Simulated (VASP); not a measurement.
# Cs (Im-3m) in VASP: equation of state

Aim: energy against volume of Cs in PBE, for its equilibrium volume and stiffness.

Program: VASP 6.6.1. These are calculated values, not measurements. Logs are shortened: lines on timing, memory, paths and dates and some standing lists are left out, and cuts for length are marked.

### 1 Starting point

The structure is cubic, space group Im-3m (No. 229). Conventional cell: a = 6.257 Å, b = 6.257 Å, c = 6.257 Å, α = 90.00°, β = 90.00°, γ = 90.00°.

### 2 Equation of state, PBE, 115.13 Å³/atom (volume scaled by 0.94)

INCAR reads:

```
  PREC = Accurate
  ENCUT = 520
  EDIFF = 1E-7
  ISMEAR = -1
  SIGMA = 0.05
  LREAL = False
  LASPH = True
  NELM = 100
  ALGO = Normal
  ISIF = 2
  LWAVE = False
  LCHARG = False
  GGA = PE
  NBANDS = 10
```

KPOINTS reads:

```
regular mesh
0
Gamma
  6 6 6
```

POSCAR reads:

```
Cs
1.0
   -3.0646009157      3.0646009157      3.0646009157
    3.0646009157     -3.0646009157      3.0646009157
    3.0646009157      3.0646009157     -3.0646009157
Cs
1
Direct
    0.0000000000      0.0000000000      0.0000000000
```

Potentials or basis: VASP PAW PBE potentials, release 64 (Cs_sv).

The run is started by

```sh
> cat potpaw_PBE.64/Cs_sv/POTCAR > POTCAR
> mpirun -np 1 vasp_std > vasp.out
```

OUTCAR:

```text
PREC = Accurate
   ENCUT = 520
   EDIFF = 1E-7
   ISMEAR = -1
   LREAL = False
   LASPH = True
   NELM = 100
   ISIF = 2
   GGA = PE

 ion  position               nearest neighbor table
   1  0.000  0.000  0.000-

  LATTYP: Found a body centered cubic cell.
 ALAT       =     6.1292018314

  Lattice vectors:

 A1 = (  -3.0646009157,   3.0646009157,   3.0646009157)
 A2 = (   3.0646009157,  -3.0646009157,   3.0646009157)
 A3 = (   3.0646009157,   3.0646009157,  -3.0646009157)

Analysis of symmetry for initial positions (statically):
=====================================================================
 Subroutine PRICEL returns:
 Original cell was already a primitive cell.

 Routine SETGRP: Setting up the symmetry group for a
 body centered cubic supercell.

 Subroutine GETGRP returns: Found 48 space group operations
 (whereof 48 operations were pure point group operations)
 out of a pool of 48 trial point group operations.

The static configuration has the point symmetry O_h .

Analysis of symmetry for dynamics (positions and initial velocities):
=====================================================================
 Subroutine PRICEL returns:
 Original cell was already a primitive cell.

 Routine SETGRP: Setting up the symmetry group for a
 body centered cubic supercell.

 Subroutine GETGRP returns: Found 48 space group operations
 (whereof 48 operations were pure point group operations)
 out of a pool of 48 trial point group operations.

The dynamic configuration has the point symmetry O_h .

 Subroutine INISYM returns: Found 48 space group operations
 (whereof 48 operations are pure point group operations),
 and found     1 'primitive' translations

----------------------------------------------------------------------------------------

                                     Primitive cell

  volume of cell :     115.1282

  direct lattice vectors                    reciprocal lattice vectors
    -3.064600916  3.064600916  3.064600916     0.000000000  0.163153381  0.163153381
     3.064600916 -3.064600916  3.064600916     0.163153381  0.000000000  0.163153381
     3.064600916  3.064600916 -3.064600916     0.163153381  0.163153381  0.000000000

  length of vectors
     5.308044491  5.308044491  5.308044491     0.230733724  0.230733724  0.230733724

  position of ions in fractional coordinates (direct lattice)
     0.000000000  0.000000000  0.000000000

  ion indices of the primitive-cell ions
   primitive index   ion index
                 1           1

----------------------------------------------------------------------------------------

 KPOINTS: regular mesh

Automatic generation of k-mesh.
 Grid dimensions read from file:
 generate k-points for:    6    6    6

 Generating k-lattice:

  Cartesian coordinates                     Fractional coordinates (reciprocal lattice)
     0.000000000  0.027192230  0.027192230     0.166666667  0.000000000  0.000000000
     0.027192230  0.000000000  0.027192230     0.000000000  0.166666667  0.000000000
     0.027192230  0.027192230  0.000000000     0.000000000  0.000000000  0.166666667

  Length of vectors
     0.038455621  0.038455621  0.038455621

  Shift w.r.t. Gamma in fractional coordinates (k-lattice)
     0.000000000  0.000000000  0.000000000

 Subroutine IBZKPT returns following result:
 ===========================================

 Found     16 irreducible k-points:

 Following reciprocal coordinates:
            Coordinates               Weight
  0.000000  0.000000  0.000000      1.000000
  0.166667  0.000000  0.000000     12.000000
  0.333333  0.000000  0.000000     12.000000
  0.500000  0.000000  0.000000      6.000000
  0.166667  0.166667  0.000000     24.000000
  0.333333  0.166667  0.000000     48.000000
[... 8 lines left out ...]
  0.500000  0.500000  0.333333     12.000000
  0.500000  0.500000  0.500000      1.000000
   k-points           NKPTS =     16   k-points in BZ     NKDIM =     16   number of bands    NBANDS=     10
   number of dos      NEDOS =    301   number of ions     NIONS =      1
   total plane-waves  NPLWV =  64000
   dimension x,y,z NGX =    40 NGY =   40 NGZ =   40
   dimension x,y,z NGXF=    80 NGYF=   80 NGZF=   80
   ions per type =               1
   NGX,Y,Z   is equivalent  to a cutoff of  12.53, 12.53, 12.53 a.u.
   NGXF,Y,Z  is equivalent  to a cutoff of  25.06, 25.06, 25.06 a.u.
 SYSTEM =  unknown system
   PREC   = accura    normal or accurate (medium, high low for compatibility)
   ISTART =      0    job   : 0-new  1-cont  2-samecut
   ICHARG =      2    charge: 1-file 2-atom 10-const
   ISPIN  =      1    spin polarized calculation?
   LNONCOLLINEAR =      F non collinear calculations
   LSORBIT =      F    spin-orbit coupling
   LASPH  =      T    aspherical Exc in radial PAW
   ENCUT  =  520.0 eV  38.22 Ry    6.18 a.u.   9.87  9.87  9.87*2*pi/ulx,y,z
   NELM   =    100;   NELMIN=  2; NELMDL= -5     # of ELM steps
   EDIFF  = 0.1E-06   stopping-criterion for ELM
   LREAL  =      F    real-space projection
   EDIFFG = 0.1E-05   stopping-criterion for IOM
   NSW    =      0    number of steps for IOM
   IBRION =     -1    ionic relax: 0-MD 1-quasi-New 2-CG
   NFREE  =      0    steps in history (QN), initial steepest desc. (CG)
   ISIF   =      2    stress and relaxation
   ISYM   =      2    0-nonsym 1-usesym 2-fastsym
   POTIM  = 0.5000    time-step for ionic-motion
   TEBEG  =    0.0;   TEEND  =   0.0 temperature during run
   PSTRESS=    0.0 pullay stress
   NELECT =       9.0000    total number of electrons
   NUPDOWN=      -1.0000    fix difference up-down
   EMIN   =  10.00;   EMAX   =-10.00  energy-range for DOS
   EFERMI =   0.00;   METHOD = LEGACY
   ISMEAR =    -1;   SIGMA  =   0.05  broadening in eV -4-tet -1-fermi 0-gaus
   EFERMI_NEDOS =   21; number of points for ismear=-14 and -15
   IALGO  =     38    algorithm
   IMIX   =      4    mixing-type and parameters
     AMIX     =   0.40;   BMIX     =  1.00
     AMIX_MAG =   1.60;   BMIX_MAG =  1.00
  volume/ion in A,a.u.               =     115.13       776.92
  Fermi-wavevector in a.u.,A,eV,Ry     =   0.699995  1.322799  6.666764  0.489993
  Thomas-Fermi vector in A             =   1.784027
   LORBIT       =      0    0 simple, 1 ext, 2 COOP (PROOUT), +10 PAW based schemes
   GGA     = PE    functional components
   LHFCALC =     F    Hartree Fock is set to
   AEXX    =    0.0000 exact exchange contribution
   IVDW    =     0    specifies the selected vdW correction
   LEPSILON=     F    determine dielectric tensor
   LRPA    =     F    only Hartree local field effects (RPA)
 non-spin polarized calculation
  energy-cutoff  :      520.00
  volume of cell :      115.13
 maximum number of plane-waves:      3132
   NGX = 19   NGY = 19   NGZ = 19

 number of electron       9.0000001 magnetization

 Free energy of the ion-electron system (eV)
  ---------------------------------------------------
  ext. energy  EPLUGINS =         0.00000000
  ---------------------------------------------------
  free energy    TOTEN  =        -0.84699139 eV

  energy without entropy =       -0.82871035  energy(sigma->0) =       -0.83785087

 E-fermi :   0.4581     XC(G=0):  -5.4038

 val. band max:        0.3429412847   @ k =   0.1667   0.1667   0.1667
 cond. band min:       0.4769291845   @ k =   0.3333   0.1667   0.0000
 fundamental gap:      0.1339878998
 Fermi energy:         0.4580542393

 k-point     1 :       0.0000    0.0000    0.0000
  band No.  band energies     occupation
      1     -23.4058      2.00000
      2     -10.1493      2.00000
      3     -10.1493      2.00000
      4     -10.1493      2.00000
      5      -1.2256      2.00000
      6       2.9433      0.00000
      7       2.9433      0.00000
      8       2.9433      0.00000
      9       3.8011      0.00000
     10       3.8011      0.00000

 k-point     2 :       0.1667    0.0000    0.0000
  band No.  band energies     occupation
      1     -23.4042      2.00000
      2     -10.1844      2.00000
      3     -10.1607      2.00000
      4     -10.1493      2.00000
      5      -0.9255      2.00000
      6       2.5899      0.00000
      7       2.6594      0.00000
      8       3.2483      0.00000
      9       3.5767      0.00000
     10       3.7692      0.00000

 k-point     3 :       0.3333    0.0000    0.0000
  band No.  band energies     occupation
      1     -23.4009      2.00000
      2     -10.2527      2.00000
      3     -10.1834      2.00000
      4     -10.1494      2.00000
      5      -0.1537      1.99999
      6       1.8003      0.00000
      7       2.2546      0.00000
      8       3.7315      0.00000
      9       3.9085      0.00000
     10       4.1230      0.00000

 k-point     4 :       0.5000    0.0000    0.0000
  band No.  band energies     occupation
      1     -23.3992      2.00000
      2     -10.2858      2.00000
      3     -10.1947      2.00000
      4     -10.1494      2.00000
      5       0.4878      0.71123
      6       1.3231      0.00000
      7       2.0954      0.00000
      8       3.6377      0.00000
      9       4.2501      0.00000
     10       4.7823      0.00000
[... 118 lines left out ...]
 k-point    14 :      -0.3333    0.3333    0.3333
  band No.  band energies     occupation
      1     -23.3967      2.00000
      2     -10.2394      2.00000
      3     -10.2214      2.00000
      4     -10.2214      2.00000
      5       0.6829      0.02203
      6       1.5021      0.00000
      7       2.8721      0.00000
      8       2.8721      0.00000
      9       3.1395      0.00000
     10       4.1853      0.00000

 k-point    15 :       0.5000    0.5000    0.3333
  band No.  band energies     occupation
      1     -23.3953      2.00000
      2     -10.2566      2.00000
      3     -10.2338      2.00000
      4     -10.2229      2.00000
      5       1.1473      0.00000
      6       1.1774      0.00000
      7       2.5716      0.00000
      8       2.9824      0.00000
      9       3.6724      0.00000
     10       4.9595      0.00000

 k-point    16 :       0.5000    0.5000    0.5000
  band No.  band energies     occupation
      1     -23.3940      2.00000
      2     -10.2467      2.00000
      3     -10.2467      2.00000
      4     -10.2467      2.00000
      5       1.1010      0.00001
      6       1.1010      0.00001
      7       3.4607      0.00000
      8       3.4607      0.00000
      9       3.4607      0.00000
     10       4.8844      0.00000

------------------------ aborting loop because EDIFF is reached ----------------------------------------

  FORCE on cell =-STRESS in cart. coord.  units (eV):
  Direction    XX          YY          ZZ          XY          YZ          ZX
  --------------------------------------------------------------------------------------
  -------------------------------------------------------------------------------------
  Total        0.0238722      0.0238722      0.0238722     -0.0000000     -0.0000000     -0.0000000
  in kB        0.3322167      0.3322167      0.3322167     -0.0000000     -0.0000000     -0.0000000
  external PRESSURE =       0.3322167 kB  Pullay stress =       0.0000000 kB

 VOLUME and BASIS-vectors are now :
 -----------------------------------------------------------------------------
  energy-cutoff  :      520.00
  volume of cell :      115.13
      direct lattice vectors                 reciprocal lattice vectors
    -3.064600916  3.064600916  3.064600916     0.000000000  0.163153381  0.163153381
     3.064600916 -3.064600916  3.064600916     0.163153381  0.000000000  0.163153381
     3.064600916  3.064600916 -3.064600916     0.163153381  0.163153381  0.000000000

 POSITION                                       TOTAL-FORCE (eV/Angst)
 -----------------------------------------------------------------------------------
      0.00000      0.00000      0.00000         0.000000     -0.000000      0.000000
 -----------------------------------------------------------------------------------
    total drift:                               -0.000000      0.000000     -0.000000

  FREE ENERGIE OF THE ION-ELECTRON SYSTEM (eV)
  ---------------------------------------------------
  free  energy   TOTEN  =        -0.8469913872 eV

  energy  without entropy=       -0.8287103520  energy(sigma->0) =       -0.83785087
```

Run time: 20 s. Hardware: 1 thread of Intel Xeon Platinum 8375C at 2.90GHz (Ice Lake), shared host; peak memory 0.23 GiB.

What came out:

```
Free energy            : -0.8470 eV
Pressure               : 0.0 GPa
Band gap on the k mesh : none (metal or under the smearing width)
```

### 3 Equation of state, PBE, 117.58 Å³/atom (volume scaled by 0.96)

INCAR reads:

```
ALGO = Normal
EDIFF = 1E-7
ENCUT = 520
GGA = PE
ISIF = 2
ISMEAR = -1
LASPH = True
LCHARG = False
LREAL = False
LWAVE = False
NBANDS = 10
NELM = 100
PREC = Accurate
SIGMA = 0.05
```

KPOINTS reads:

```
k-points
0
Gamma
  6 6 6
```

POSCAR reads:

```
Cs
1.0
   -3.0861833234      3.0861833234      3.0861833234
    3.0861833234     -3.0861833234      3.0861833234
    3.0861833234      3.0861833234     -3.0861833234
Cs
1
Direct
    0.0000000000      0.0000000000      0.0000000000
```

Potentials or basis: VASP PAW PBE potentials, release 64 (Cs_sv).

The run is started by

```sh
> cat potpaw_PBE.64/Cs_sv/POTCAR > POTCAR
> mpirun -np 1 vasp_std > vasp.out
```

Run time: 29 s. Hardware: 1 thread of Intel Xeon Platinum 8375C at 2.90GHz (Ice Lake), shared host; peak memory 0.22 GiB.

The run converged. Its results:

| Item | Value |
| --- | --- |
| Free energy | -0.8473 eV |
| Pressure | 0.0 GPa |
| Band gap on the k mesh | none (metal or under the smearing width) |

### 4 Equation of state, PBE, 120.03 Å³/atom (volume scaled by 0.98)

INCAR reads:

```
SYSTEM = Cs
PREC     = Accurate       ! precision mode
ENCUT    = 520            ! plane-wave cutoff, eV
EDIFF    = 1E-7           ! SCF threshold, eV
ISMEAR   = -1             ! smearing method
SIGMA    = 0.05           ! smearing width, eV
LREAL    = .False.        ! projectors in reciprocal space
LASPH    = .True.         ! aspherical terms in the spheres
NELM     = 80             ! most SCF steps
ALGO     = Normal         ! electronic algorithm
ISIF     = 2              ! what is computed and relaxed
LWAVE    = .False.        ! write WAVECAR
LCHARG   = .False.        ! write CHGCAR
GGA      = PE             ! functional
NBANDS   = 10             ! bands
```

KPOINTS reads:

```
Automatic mesh
0
Gamma
  6 6 6
  0 0 0
```

POSCAR reads:

```
Cs
1.0
   -3.1074680189      3.1074680189      3.1074680189
    3.1074680189     -3.1074680189      3.1074680189
    3.1074680189      3.1074680189     -3.1074680189
Cs
1
Direct
    0.0000000000      0.0000000000      0.0000000000
```

Potentials or basis: VASP PAW PBE potentials, release 64 (Cs_sv).

The run is started by

```sh
> cat potpaw_PBE.64/Cs_sv/POTCAR > POTCAR
> mpirun -np 1 vasp_std > vasp.out
```

OUTCAR:

```text
SYSTEM = Cs
   PREC = Accurate
   ENCUT = 520
   EDIFF = 1E-7
   ISMEAR = -1
   LREAL = .False.
   LASPH = .True.
   NELM = 80
   ISIF = 2
   GGA = PE

 ion  position               nearest neighbor table
   1  0.000  0.000  0.000-

  LATTYP: Found a body centered cubic cell.
 ALAT       =     6.2149360378

  Lattice vectors:

 A1 = (  -3.1074680189,   3.1074680189,   3.1074680189)
 A2 = (   3.1074680189,  -3.1074680189,   3.1074680189)
[... 376 lines left out ...]
      8       3.2545      0.00000
      9       3.2545      0.00000
     10       4.5924      0.00000

------------------------ aborting loop because EDIFF is reached ----------------------------------------

  FORCE on cell =-STRESS in cart. coord.  units (eV):
  Direction    XX          YY          ZZ          XY          YZ          ZX
  --------------------------------------------------------------------------------------
  -------------------------------------------------------------------------------------
  Total       -0.0352069     -0.0352069     -0.0352069      0.0000000     -0.0000000     -0.0000000
  in kB       -0.4699572     -0.4699572     -0.4699572      0.0000000     -0.0000000     -0.0000000
  external PRESSURE =      -0.4699572 kB  Pullay stress =       0.0000000 kB

 VOLUME and BASIS-vectors are now :
 -----------------------------------------------------------------------------
  energy-cutoff  :      520.00
  volume of cell :      120.03
      direct lattice vectors                 reciprocal lattice vectors
    -3.107468019  3.107468019  3.107468019     0.000000000  0.160902702  0.160902702
     3.107468019 -3.107468019  3.107468019     0.160902702  0.000000000  0.160902702
     3.107468019  3.107468019 -3.107468019     0.160902702  0.160902702  0.000000000

 POSITION                                       TOTAL-FORCE (eV/Angst)
 -----------------------------------------------------------------------------------
      0.00000      0.00000      0.00000        -0.000000     -0.000000      0.000000
 -----------------------------------------------------------------------------------
    total drift:                               -0.000000     -0.000000     -0.000000

  FREE ENERGIE OF THE ION-ELECTRON SYSTEM (eV)
  ---------------------------------------------------
  free  energy   TOTEN  =        -0.8469569328 eV

  energy  without entropy=       -0.8288582831  energy(sigma->0) =       -0.83790761
```

Run time: 25 s. Hardware: 1 thread of Intel Xeon Platinum 8375C at 2.90GHz (Ice Lake), shared host; peak memory 0.23 GiB.

Results:

```
Free energy            : -0.8470 eV
Pressure               : 0.0 GPa
Band gap on the k mesh : none (metal or under the smearing width)
```

### 5 Equation of state, PBE, 124.93 Å³/atom (volume scaled by 1.02)

INCAR reads:

```
SYSTEM = Cs
PREC = Accurate
ENCUT = 520
EDIFF = 1E-7
ISMEAR = -1
SIGMA = 0.05
LREAL = .False.
LASPH = .True.
NELM = 80
ALGO = Normal
ISIF = 2
LWAVE = .False.
LCHARG = .False.
GGA = PE
NBANDS = 10
```

KPOINTS reads:

```
regular mesh
0
Gamma
  6 6 6
  0 0 0
```

POSCAR reads:

```
Cs
1.0
   -3.1491839769      3.1491839769      3.1491839769
    3.1491839769     -3.1491839769      3.1491839769
    3.1491839769      3.1491839769     -3.1491839769
Cs
1
Direct
    0.0000000000      0.0000000000      0.0000000000
```

The run is started by

```sh
> cat potpaw_PBE.64/Cs_sv/POTCAR > POTCAR
> mpirun -np 1 vasp_std > vasp.out
```

It took 27 s on 1 thread of Intel Xeon Platinum 8375C at 2.90GHz (Ice Lake), shared host; peak memory 0.24 GiB.

Results (log left out):

| Item | Value |
| --- | --- |
| Free energy | -0.8447 eV |
| Pressure | -0.1 GPa |
| Band gap on the k mesh | none (metal or under the smearing width) |

### 6 Equation of state, PBE, 127.38 Å³/atom (volume scaled by 1.04)

INCAR reads:

```
  ALGO = Normal
  EDIFF = 1E-7
  ENCUT = 520
  GGA = PE
  ISIF = 2
  ISMEAR = -1
  LASPH = True
  LCHARG = False
  LREAL = False
  LWAVE = False
  NBANDS = 10
  NELM = 80
  PREC = Accurate
  SIGMA = 0.05
```

KPOINTS reads:

```
k-points
0
Gamma
  6 6 6
```

POSCAR reads:

```
Cs
1.0
   -3.1696337965      3.1696337965      3.1696337965
    3.1696337965     -3.1696337965      3.1696337965
    3.1696337965      3.1696337965     -3.1696337965
Cs
1
Direct
    0.0000000000      0.0000000000      0.0000000000
```

Potentials or basis: VASP PAW PBE potentials, release 64 (Cs_sv).

The run is started by

```sh
> cat potpaw_PBE.64/Cs_sv/POTCAR > POTCAR
> mpirun -np 1 vasp_std > vasp.out
```

It took 29 s on 1 thread of Intel Xeon Platinum 8375C at 2.90GHz (Ice Lake), shared host; peak memory 0.24 GiB.

It converged, with:

```
Free energy            : -0.8428 eV
Pressure               : -0.1 GPa
Band gap on the k mesh : none (metal or under the smearing width)
```

### 7 Equation of state, PBE, 129.83 Å³/atom (volume scaled by 1.06)

Changes to INCAR since step 6:

```diff
@@ -11,3 +11,3 @@
   NBANDS = 10
-  NELM = 80
+  NELM = 100
   PREC = Accurate
```

KPOINTS is that of step 6.

POSCAR reads:

```
Cs
1.0
   -3.1898230911      3.1898230911      3.1898230911
    3.1898230911     -3.1898230911      3.1898230911
    3.1898230911      3.1898230911     -3.1898230911
Cs
1
Direct
    0.0000000000      0.0000000000      0.0000000000
```

The run is started by

```sh
> cat potpaw_PBE.64/Cs_sv/POTCAR > POTCAR
> mpirun -np 1 vasp_std > vasp.out
```

Run time: 28 s. Hardware: 1 thread of Intel Xeon Platinum 8375C at 2.90GHz (Ice Lake), shared host; peak memory 0.24 GiB.

Results (log left out):

* Free energy: -0.8406 eV
* Pressure: -0.2 GPa
* Band gap on the k mesh: none (metal or under the smearing width)

### 8 Equation of state, PBE

Potentials or basis: VASP PAW PBE potentials, release 64 (Cs_sv).

This step only gathers the single runs of the series.

What came out:

| Property | Result |
| --- | --- |
| Equilibrium volume | 117.47 Å³/atom |
| Bulk modulus | 1.9 GPa |
| Pressure derivative of the bulk modulus | 3.5 |

Energy against volume, from the lowest point:
```tsv
volume (Å³/atom)	energy (meV/atom)
115.128	0.29
117.578	0.00
120.027	0.32
122.477	1.20
124.926	2.59
127.376	4.43
129.825	6.70
```

The run has no spin-orbit coupling, so splittings on Cs are missing.
